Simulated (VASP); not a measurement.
Wanted: the native input for a VASP 6.6.1 run.

```
Task                   : relaxation of cell and atoms
Functional             : rev-vdW-DF2
Potentials or basis    : VASP PAW PBE potentials, release 64 (C)
Cutoff                 : 600 eV
k mesh                 : 12 × 12 × 4
Occupations            : gaussian, width 0.03 eV
Spin                   : no spin polarisation
Further INCAR settings : ALGO = Normal; EDIFF = 1e-07; IBRION = 2; EDIFFG = -0.005; NSW = 90; ISIF = 3
```

The structure of C lies in POSCAR:

```
C                                       
1.0
    2.4641438890     -0.0000000000     -0.0000000000
   -1.2320719445      2.1340112068     -0.0000000000
    0.0000000000      0.0000000000      6.5506604928
  C             
     4
Direct
     0.0000000000000000    0.0000000000000000    0.2500000000000000
     0.0000000000000000    0.0000000000000000    0.7500000000000000
     0.3333333300000021    0.6666666699999979    0.2500000000000000
     0.6666666699999979    0.3333333300000021    0.7500000000000000
```

The input as run:

INCAR

```
SYSTEM = C
AGGAC = 0.0 ; ALGO = Normal
EDIFF = 1E-7 ; EDIFFG = -0.005
ENCUT = 600 ; GGA = MK
IBRION = 2 ; ISIF = 3
ISMEAR = 0 ; LASPH = .True.
LCHARG = .False. ; LREAL = .False.
LUSE_VDW = .True. ; LWAVE = .False.
NELM = 80 ; NSW = 90
PARAM1 = 0.1234 ; PARAM2 = 0.711357
PREC = Accurate ; SIGMA = 0.03
ZAB_VDW = -1.8867
```

KPOINTS

```
k-points
0
Gamma
  12 12 4
  0 0 0
```

Potentials or basis: VASP PAW PBE potentials, release 64 (C).

Launch:

```bash
$ cat potpaw_PBE.64/C/POTCAR > POTCAR
$ mpirun -np 1 vasp_std > vasp.out
```

It gave:

```
Relaxed volume                         : 8.63 Å³/atom
Relaxed cell                           : a = 2.465 Å, b = 2.465 Å, c = 6.560 Å, α = 90.00°, β = 90.00°, γ = 120.00°
Space group after relaxing (to 0.05 Å) : P6_3/mmc (No. 194)
Energy gained by relaxing              : 0.0 meV/atom
Ionic steps                            : 6
Pressure after relaxing                : 0.0 GPa
Band gap on the k mesh                 : none (metal or under the smearing width)
```

Caveat: the PAW data sets were made with another functional, which shifts forces and pressure a little.

Wall time 2.7 min on 1 thread of Intel(R) Xeon(R) Platinum 8559C (Emerald Rapids) (shared host), peak memory 0.31 GiB.
